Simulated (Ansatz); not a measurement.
# ZnO (zincite) (P6_3mc) in Ansatz: notebook, part 2 of 2

Ansatz 0.2.0. Earlier steps stand in the parts before.

## 10. Band structure, PBE

input.yaml

```yaml
crystal:
  lattice:
    - [3.249308, 0.0, 0.0]
    - [-1.624654, 2.8139832727, 0.0]
    - [0.0, 0.0, 5.205709]
  atoms:
    - { symbol: Zn, position: [0.6666666667, 0.3333333333, 0.0] }
    - { symbol: Zn, position: [0.3333333333, 0.6666666667, 0.5] }
    - { symbol: O, position: [0.3333333333, 0.6666666667, 0.87901] }
    - { symbol: O, position: [0.6666666667, 0.3333333333, 0.37901] }
hamiltonian:
  xc: pbe
  pseudopotentials: { kind: nc }
kpoints:
  mp_grid: { grid: [9, 9, 5] }
  band_path:
    path:
      - [[0.0, 0.0, 0.0], [0.5, 0.0, 0.0], [0.3333333333, 0.3333333333, 0.0], [0.0, 0.0, 0.0], [0.0, 0.0, 0.5], [0.5, 0.0, 0.5], [0.3333333333, 0.3333333333, 0.5], [0.0, 0.0, 0.5]]
      - [[0.5, 0.0, 0.5], [0.5, 0.0, 0.0]]
      - [[0.3333333333, 0.3333333333, 0.0], [0.3333333333, 0.3333333333, 0.5]]
    npoints: 14
scf:
  occupations: { method: fermi_dirac, width: 0.05 }
  n_extra_bands: 10
output:
  forces: true
  stress: true
  eigenvalues: true
  fatbands: false
  write_density: true
  write_potential: true
  elf: true
  volumetric_format: npy
```

Potentials or basis: Ansatz NC.

Started as:

```sh
$ ansatz run input.yaml --threads 2 --pin off --max-ram 5120MiB --backend cpu --events-out ev --progress --plain --runs-dir out
```

The program printed:

```text
Warning: RAYON_NUM_THREADS=2 ignored (pool sized by the plan → 2); use --threads N
scf.n_extra_bands = 10 over 26 filled bands (N_el = 52.0): the run solves 36 bands
Engine: ansatz 0.2.0, aarch64-unknown-linux-gnu
Pseudopotentials: kind: nc
Pseudopotential: Zn, nc, valence charge 20, recommended cutoff 1142.878222 eV (normal), Zn.nc.azcp
Pseudopotential: O, nc, valence charge 6, recommended cutoff 1240 eV (normal), O.nc.azcp
Functional definition: PBE
  parameter kappa = 0.804
  parameter beta = 0.06672455060314922
  exchange = pbe_x(kappa = kappa, mu = beta*pi^2/3)
  correlation = pbe_c(beta = beta)
Crystal: 4 atoms, lattice volume = 47.598 Å³
Basis set: ecut = 1240 eV, 4709 PW (Γ), exchange–correlation on 80×80×120 points (8 copies of the dense FFT grid, shifted against one another)
Bands: 36, of which v1, the nominal top of the filled ones, is band 26 counted from 1 (25 counted from 0)
Symmetry: 12 space group operations
Space group: P63mc (ITA 186), of the structure as read, at distance tolerance 3.6e-5 Å
k-points: 36 of 405 (time reversal used)
Non-local potential: Zn, projectors of the file, l = 0: 2, l = 1: 2, l = 2: 2, l = 3: 1
Non-local potential: O, projectors of the file, l = 0: 2, l = 1: 2, l = 2: 1
Initial density: superposition of atomic densities (chi_scale 0.1, normalization cell, long waves kept (reshape's long-wave potential 0.00 eV rms))
Initial wavefunctions: pseudopotential atomic-orbital guess
Functional: x = pbe(κ = 0.804, μ = 0.2195149727645171), c = pbe(β = 0.06672455060314922)
SCF iter   1: F=—  HF=-12305.976449 eV  |F-HF|=—  |Δ(HF+E_count)|=         —  Δρ=1.34e-1  dr2=4.66e0  ethr=3.10e-3  ⟨swp⟩=5.8  Hψ=5330  notcnv=0  defer=17
preconditioner: auto → Resta (q_TF=auto, 2.769 Å⁻¹)  ε∞=4.2  [insulator: Δε(μ)=1.002 eV  Ē_g=17.938 eV  σ=0.050 eV  W_gap=1.00  n_scr=22 (ndim 8)  ℏωp=32.3 eV  f_vac=0.033  D(μ)=0.00/eV (n_scr^D=0)  ε∞_Penn≈4.2]
SCF iter   2: F=—  HF=-12304.425898 eV  |F-HF|=—  |Δ(HF+E_count)|=    1.55e0  Δρ=3.63e-2  dr2=4.23e-1  ethr=3.10e-3  ⟨swp⟩=3.4  Hψ=3330  notcnv=0  defer=90
SCF iter   3: F=—  HF=-12304.310780 eV  |F-HF|=—  |Δ(HF+E_count)|=   1.15e-1  Δρ=1.57e-2  dr2=7.12e-2  ethr=8.13e-4  ⟨swp⟩=2.4  Hψ=2094  notcnv=0  defer=89
SCF iter   4: F=—  HF=-12304.303706 eV  |F-HF|=—  |Δ(HF+E_count)|=   7.07e-3  Δρ=4.73e-3  dr2=1.30e-2  ethr=1.37e-4  ⟨swp⟩=3.0  Hψ=2107  notcnv=0  defer=89
SCF iter   5: F=—  HF=-12304.305134 eV  |F-HF|=—  |Δ(HF+E_count)|=   1.43e-3  Δρ=1.52e-3  dr2=6.70e-4  ethr=2.51e-5  ⟨swp⟩=2.5  Hψ=1902  notcnv=0  defer=89
SCF iter   6: F=—  HF=-12304.306197 eV  |F-HF|=—  |Δ(HF+E_count)|=   1.06e-3  Δρ=2.44e-4  dr2=1.68e-5  ethr=1.29e-6  ⟨swp⟩=2.0  Hψ=1951  notcnv=0  defer=89
SCF iter   7: F=—  HF=-12304.306363 eV  |F-HF|=—  |Δ(HF+E_count)|=   1.66e-4  Δρ=4.68e-5  dr2=6.49e-7  ethr=3.23e-8  ⟨swp⟩=2.0  Hψ=1846  notcnv=0  defer=89
SCF iter   8: F=-12304.306365 eV  HF=-12304.306365 eV  |F-HF|=3.12e-8  |Δ(HF+E_count)|=   1.62e-6  Δρ=8.16e-6  dr2=2.17e-8  ethr=1.92e-10  ⟨swp⟩=14.5  Hψ=10246  notcnv=0
SCF 1 converged in 8 iterations: F = -12304.306365 eV  dr2 = 2.17e-8
NSCF: frozen V_eff on 129 k-points
SCF converged after 8 iterations
Free energy (F): -12304.306365 eV
Harris-Foulkes:  -12304.306365 eV  (|F-HF|=3.12e-8)
Internal energy: -12304.306363 eV  (E = F + TS)
E sigma→0 (E₀):  -12304.306364 eV
Entropy (-TS):   -0.000002 eV (-0.001 meV/atom)
Fermi energy:    10.149474 eV
--- Per-component energies (eV) ---
  E_band       = -1116.184175
  E_kinetic    = 5680.042284
  E_local      = -11255.296592  (includes V_loc(G=0)·N_el)
  E_nonlocal   = -2789.016605
  E_hartree    = 4445.159991
  E_xc         = -1481.311168
  E_vxc        = -1642.228358  (∫ρ·V_xc dr)
  E_ewald      = -6903.884272
  E_smearing   = -0.000002  (= −TS)
  E_closure    = 0.000000  (closes the sum)
  Σ components = -12304.306365   (vs F -12304.306365, Δ=0.00e0)
--- Forces (eV/Å), atoms counted from 1 ---
  atom   1  Zn     0.00000000     0.00000000    -0.07080352
  atom   2  Zn     0.00000000    -0.00000000    -0.07080352
  atom   3  O     -0.00000000    -0.00000000     0.07077018
  atom   4  O      0.00000000     0.00000000     0.07077018
  max |Σ_I F_I| component: 6.67e-5 eV/Å
--- Stress (GPa, compression-positive) ---
        4.151556       0.000000      -0.000000
        0.000000       4.151556      -0.000000
       -0.000000      -0.000000       5.813500
  P = ⅓ Tr σ = 4.7055 GPa (47.055 kbar)
--- Band table (eV; the first three rows and the last of 36) ---
  k-point 0: bands = ["-113.7386", "-113.7384", "-67.9268", "-67.9236", "-67.9235", "-67.9235", "-67.9229", "-67.9229", "-8.3342", "-7.6011", "3.9672", "3.9672", "4.0066", "4.1080", "4.1624", "4.1624", "5.1049", "5.1049", "5.3174", "5.3174", "5.5974", "8.8769", "8.8769", "9.6127", "9.6814", "9.6814", "10.5362", "14.9585", "17.9818", "22.5964", "22.5964", "23.8550", "23.8665", "23.8665", "26.2306", "27.8631"]
  k-point 1: bands = ["-113.7386", "-113.7385", "-67.9265", "-67.9239", "-67.9235", "-67.9235", "-67.9230", "-67.9230", "-8.2676", "-7.6746", "3.9336", "3.9380", "3.9771", "3.9771", "4.1340", "4.1340", "5.1326", "5.1326", "5.3056", "5.3056", "6.0485", "8.9056", "8.9554", "8.9554", "9.6065", "9.6065", "11.3665", "14.6254", "18.2842", "22.5921", "22.6035", "22.6035", "23.5913", "23.5913", "26.6942", "28.2856"]
  k-point 2: bands = ["-113.7386", "-113.7385", "-67.9257", "-67.9247", "-67.9233", "-67.9233", "-67.9231", "-67.9231", "-8.0899", "-7.8634", "3.7733", "3.8076", "4.0113", "4.0113", "4.0706", "4.0706", "5.1983", "5.1983", "5.2650", "5.2650", "6.9548", "7.9404", "9.1594", "9.1594", "9.4083", "9.4083", "12.5926", "13.7572", "19.1806", "20.6730", "22.7270", "22.7270", "23.0850", "23.0850", "27.4586", "28.4345"]
  k-point 35: bands = ["-113.7384", "-113.7384", "-67.9258", "-67.9258", "-67.9247", "-67.9245", "-67.9240", "-67.9240", "-7.4742", "-7.4742", "3.9848", "3.9848", "4.0922", "4.2984", "4.7299", "4.7299", "5.0992", "5.1351", "5.6076", "5.6076", "5.9852", "5.9852", "6.7034", "7.3065", "8.4033", "8.4033", "17.6583", "17.6843", "17.6843", "17.7816", "18.7466", "18.7466", "24.5073", "25.5072", "25.5072", "26.5081"]
```

bands.tsv:

```text
# k_distance	band_0	band_1	band_2	band_3	band_4	band_5	band_6	band_7	band_8	band_9	band_10	band_11	band_12	band_13	band_14	band_15	band_16	band_17	band_18	band_19	band_20	band_21	band_22	band_23	band_24	band_25	band_26	band_27	band_28	band_29	band_30	band_31	band_32	band_33	band_34	band_35
[... 149 lines left out ...]
7.910713	-123.887904	-123.887904	-78.075305	-78.075305	-78.074073	-78.074073	-78.073456	-78.073456	-17.622612	-17.622612	-6.196893	-6.196893	-5.963598	-5.963598	-5.427426	-5.427426	-5.031898	-5.031898	-4.512782	-4.512782	-4.183322	-4.183322	-3.141405	-3.141405	-1.682391	-1.682391	7.578676	7.578676	7.612088	7.612088	8.396790	8.396790	15.276533	15.276533	15.570622	15.570622
```

Run time: 32 s. Hardware: 2 threads of Arm Neoverse V1, shared host; peak memory 0.82 GiB.

Results:

| Item | Value |
| --- | --- |
| Free energy | -12304.3064 eV |
| Pressure | 4.7 GPa |
| Largest force | 0.071 eV/Å |
| Band gap on the k mesh | 0.85 eV, direct |
| Band gap along the path | 0.85 eV, direct |

Forces in eV/Å, atoms in the order of the input:
```
Zn   0.000  0.000 -0.071
Zn   0.000  0.000 -0.071
O    0.000  0.000  0.071
O    0.000  0.000  0.071
```

Levels at the corners of the path, in eV from the valence-band top:
```tsv
point	band 22	band 23	band 24	band 25	band 26	band 27	band 28	band 29	band 30	band 31
Γ	-0.80	-0.80	-0.07	0.00	0.00	0.85	5.28	8.30	12.91	12.91
M	-3.52	-2.82	-2.26	-1.27	-0.82	5.83	6.91	7.67	8.54	10.69
K	-3.53	-3.53	-1.91	-1.91	-1.70	7.73	7.74	7.74	8.18	10.87
Γ	-0.80	-0.80	-0.07	0.00	0.00	0.85	5.28	8.30	12.91	12.91
A	-2.23	-0.40	-0.40	-0.40	-0.40	3.52	3.52	10.17	10.17	13.19
L	-3.77	-1.49	-1.49	-1.34	-1.34	5.78	5.78	8.47	8.47	11.37
H	-3.72	-2.67	-2.67	-1.21	-1.21	8.05	8.05	8.08	8.08	8.86
A	-2.23	-0.40	-0.40	-0.40	-0.40	3.52	3.52	10.17	10.17	13.19
L	-3.77	-1.49	-1.49	-1.34	-1.34	5.78	5.78	8.47	8.47	11.37
M	-3.52	-2.82	-2.26	-1.27	-0.82	5.83	6.91	7.67	8.54	10.69
K	-3.53	-3.53	-1.91	-1.91	-1.70	7.73	7.74	7.74	8.18	10.87
H	-3.72	-2.67	-2.67	-1.21	-1.21	8.05	8.05	8.08	8.08	8.86
```

## 11. How close it comes

Step 10. Measured gap of ZnO: 3.37 eV (quoted in “Electronic structure of alkaline earth and post-transition metal oxides”, 2009, arxiv:0908.1581). This calculation gives 0.85 eV (-2.52 eV). So large a miss can be the level of theory's own, or it may mean another phase, state or a wrong row. The value is that of PBE, without temperature or zero-point motion. Semilocal functionals fall short of measured gaps as a rule.
